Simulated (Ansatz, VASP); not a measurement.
## PtSe2 in VASP and in Ansatz

File INCAR:

```
ALGO = Normal
EDIFF = 1E-6
ENCUT = 520
GGA = PE
ISIF = 2
ISMEAR = -1
LASPH = T
LCHARG = F
LREAL = F
LWAVE = F
NBANDS = 18
NELM = 100
PREC = Accurate
SIGMA = 0.02
```

Contents of KPOINTS:

```
k-points
0
Gamma
  12 12 6
```

File POSCAR:

```
PtSe2
1.0
    3.7286503688      0.0000000000      0.0000000000
   -1.8643251844      3.2291059412      0.0000000000
    0.0000000000      0.0000000000      5.2771565760
Pt Se
1 2
Direct
    0.0000000000      0.0000000000      0.0000000000
    0.3333333333      0.6666666667      0.2462188986
    0.6666666667      0.3333333333      0.7537811014
```

Input for Ansatz:

```yaml
crystal:
  lattice:
    - [3.7286503688, 0.0, 0.0]
    - [-1.8643251844, 3.2291059412, 0.0]
    - [0.0, 0.0, 5.277156576]
  atoms:
    - { symbol: Pt, position: [0.0, 0.0, 0.0] }
    - { symbol: Se, position: [0.3333333333, 0.6666666667, 0.2462188986] }
    - { symbol: Se, position: [0.6666666667, 0.3333333333, 0.7537811014] }
kpoints:
  mp_grid: { grid: [12, 12, 6] }
  band_path:
    path:
      - [0.0, 0.0, 0.0]
      - [0.5, 0.0, 0.0]
      - [0.3333333333, 0.3333333333, 0.0]
      - [0.0, 0.0, 0.5]
      - [0.5, 0.0, 0.5]
      - [0.3333333333, 0.3333333333, 0.5]
      - [0.0, 0.25, 0.3333333333]
      - [0.0, 0.283854, 0.294271]
    npoints: 1
hamiltonian:
  xc: pbe
scf:
  occupations: { method: fermi_dirac, width: 0.02 }
  n_extra_bands: 4
output:
  forces: true
  stress: true
  eigenvalues: true
```

The cell was built by a generator and needn't be a form met in nature.

Alike in both runs: task single point; functional PBE; k mesh 12 × 12 × 6; occupations fermi-dirac, width 0.02 eV; no spin polarisation.

```csv
,VASP,Ansatz
version,VASP 6.6.1,Ansatz 0.2.0
potentials or method,"VASP PAW PBE potentials, release 64 (Pt, Se)","plane waves, PAW"
plane-wave cutoff (eV),520,420
valence electrons in the cell,22,50
```

|  | VASP | Ansatz | Ansatz less VASP |
| --- | --- | --- | --- |
| pressure (GPa) | 3.8 | 3.8 | +0.02 |
| largest component of the traceless stress (GPa) | 1.16 | 1.15 | -0.008 |
| rms of the force components (eV/Å) | 0.081 | 0.080 | -0.0015 |

Atom by atom the forces differ by 0.002 eV/Å (rms over components). The two sets of potentials don't hold the same shells in valence.

The runs have no spin-orbit coupling, so splittings on Pt are missing.
